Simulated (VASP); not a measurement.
**A VASP 6.6.1 single-point calculation on CdS**

INCAR

```
SIGMA = 0.02
PREC = Accurate
LMAXMIX = 4
ISIF = 2
NSW = 0
GGA = PE
IBRION = -1
LCHARG = .FALSE.
ENCUT = 520
EDIFF = 1E-7
LASPH = .TRUE.
LWAVE = .FALSE.
ISMEAR = -1
NBANDS = 16
LREAL = .FALSE.
NELM = 120
```

KPOINTS

```
KPOINTS created by Atomic Simulation Environment
0
Gamma
8 8 8
0 0 0
```

POSCAR

```
Cd S
 1.0000000000000000
    -0.0000000000000000    2.9392148430445664    2.9392148430445664
     2.9392148430445664    0.0000000000000000    2.9392148430445664
     2.9392148430445664    2.9392148430445664    0.0000000000000000
 Cd  S
   1   1
Cartesian
  0.0000000000000000  0.0000000000000000 -0.0000000000000000
  1.4696074215222832  1.4696074215222832  1.4696074215222832
```

The recommended PBE PAW datasets give the neutral cell 18 valence electrons.

Command

```
mpirun -np 1 vasp_std
```

OSZICAR

```
N       E                     dE             d eps       ncg     rms          rms(c)
DAV:   1     0.110416412187E+03    0.11042E+03   -0.88930E+03   944   0.102E+03
DAV:   2    -0.238957670433E+01   -0.11281E+03   -0.10602E+03  1128   0.255E+02
DAV:   3    -0.666123855545E+01   -0.42717E+01   -0.42649E+01  1184   0.517E+01
DAV:   4    -0.668685060212E+01   -0.25612E-01   -0.25610E-01  1192   0.392E+00
DAV:   5    -0.668720745283E+01   -0.35685E-03   -0.35685E-03  1128   0.436E-01    0.800E+00
DAV:   6    -0.615760473364E+01    0.52960E+00   -0.84988E-01  1408   0.114E+01    0.640E+00
DAV:   7    -0.613886218824E+01    0.18743E-01   -0.19225E-01  1128   0.300E+00    0.312E+00
DAV:   8    -0.613911064353E+01   -0.24846E-03   -0.17489E-02  1104   0.166E+00    0.293E-01
DAV:   9    -0.613905022832E+01    0.60415E-04   -0.19875E-03  1136   0.646E-01    0.602E-02
DAV:  10    -0.613918441689E+01   -0.13419E-03   -0.24025E-04  1120   0.149E-01    0.688E-02
DAV:  11    -0.613926998955E+01   -0.85573E-04   -0.12799E-04  1072   0.882E-02    0.219E-02
DAV:  12    -0.613926289019E+01    0.70994E-05   -0.21529E-05  1288   0.588E-02    0.946E-03
DAV:  13    -0.613926418098E+01   -0.12908E-05   -0.39865E-06  1088   0.115E-02    0.105E-02
DAV:  14    -0.613926388658E+01    0.29440E-06   -0.28512E-07  1248   0.303E-03    0.472E-03
DAV:  15    -0.613926387357E+01    0.13007E-07   -0.30432E-08   728   0.111E-03
   1 F= -.61392639E+01 E0= -.61392639E+01  d E =-.705531E-11
```

From OUTCAR

```
k-points           NKPTS =     29   k-points in BZ     NKDIM =     29   number of bands    NBANDS=     16

   NELECT =      18.0000    total number of electrons

   dimension x,y,z NGX =    32 NGY =   32 NGZ =   32
   dimension x,y,z NGXF=    64 NGYF=   64 NGZF=   64

  energy-cutoff  :      520.00
  volume of cell :       50.78
      direct lattice vectors                 reciprocal lattice vectors
     0.000000000  2.939214843  2.939214843    -0.170113458  0.170113458  0.170113458
     2.939214843  0.000000000  2.939214843     0.170113458 -0.170113458  0.170113458
     2.939214843  2.939214843  0.000000000     0.170113458  0.170113458 -0.170113458

 k-points in reciprocal lattice and weights: KPOINTS created by Atomic Simulation Env
   0.00000000  0.00000000  0.00000000       0.002
   0.12500000  0.00000000  0.00000000       0.016
   0.25000000  0.00000000  0.00000000       0.016
   0.37500000  0.00000000  0.00000000       0.016
   0.50000000  0.00000000  0.00000000       0.008
   0.12500000  0.12500000  0.00000000       0.012
   0.25000000  0.12500000  0.00000000       0.047
   0.37500000  0.12500000  0.00000000       0.047
   ...

 E-fermi :   1.5256

 k-point     1 :       0.0000    0.0000    0.0000
  band No.  band energies     occupation
      1     -11.1119      2.00000
      2      -6.5290      2.00000
      3      -6.5290      2.00000
      4      -6.5290      2.00000
      5      -6.0803      2.00000
      6      -6.0803      2.00000
      7       1.1176      2.00000
      8       1.1176      2.00000
      9       1.1176      2.00000
     10       2.2159      0.00000
     11       7.6679      0.00000
     12       7.6679      0.00000
     13       7.6679      0.00000
     14      12.4289      0.00000
     15      12.5624      0.00000
     16      12.5624      0.00000

 k-point     2 :       0.1250    0.0000    0.0000
  band No.  band energies     occupation
      1     -11.0530      2.00000
      2      -6.5078      2.00000
      3      -6.5078      2.00000
      4      -6.4762      2.00000
      5      -6.0812      2.00000
      6      -6.0812      2.00000
      7       0.1074      2.00000
      8       1.0010      2.00000
      9       1.0010      2.00000
     10       3.0528      0.00000
     11       7.4040      0.00000
     12       7.8612      0.00000
     13       7.8612      0.00000
     14      11.9742      0.00000
     15      11.9742      0.00000
     16      13.0266      0.00000

 k-point     3 :       0.2500    0.0000    0.0000
  band No.  band energies     occupation
      1     -10.9099      2.00000
      2      -6.4620      2.00000
      3      -6.4620      2.00000
      4      -6.2898      2.00000
      5      -6.0762      2.00000
      6      -6.0762      2.00000
      7      -1.3223      2.00000
      8       0.7383      2.00000
      9       0.7383      2.00000
     10       3.8513      0.00000
     11       7.3930      0.00000
     12       8.1596      0.00000
     13       8.1596      0.00000
     14      11.7402      0.00000
     15      11.7402      0.00000
     16      12.3943      0.00000

 ...

  Total        0.5414895      0.5414895      0.5414895      0.0000000      0.0000000      0.0000000
  in kB       17.0834906     17.0834906     17.0834906      0.0000000      0.0000000      0.0000000
  external PRESSURE =      17.0834906 kB  Pullay stress =       0.0000000 kB

 POSITION                                       TOTAL-FORCE (eV/Angst)
 -----------------------------------------------------------------------------------
      0.00000      0.00000      0.00000        -0.000000      0.000000     -0.000000
      1.46961      1.46961      1.46961         0.000000     -0.000000      0.000000
 -----------------------------------------------------------------------------------
    total drift:                               -0.000000     -0.000000     -0.000000

  FREE ENERGIE OF THE ION-ELECTRON SYSTEM (eV)
  ---------------------------------------------------
  free  energy   TOTEN  =        -6.1392638736 eV

  energy  without entropy=       -6.1392638736  energy(sigma->0) =       -6.13926387
```

It converged. Results: gap between bands v and c on the k mesh 1.10 eV; least direct gap on the k mesh 1.10 eV; pressure 1.7 GPa. Band v is the last that the valence electrons fill when counted band by band, and c is the next.

For comparison, a separate PBE run of the intended cell, on usual settings and not on those above, gives a gap of 1.10 eV on its mesh and a pressure of 1.7 GPa.

The run above took about 16 s on one core of a shared host (Intel Xeon Platinum 8488C) and held 0.18 GiB at most.
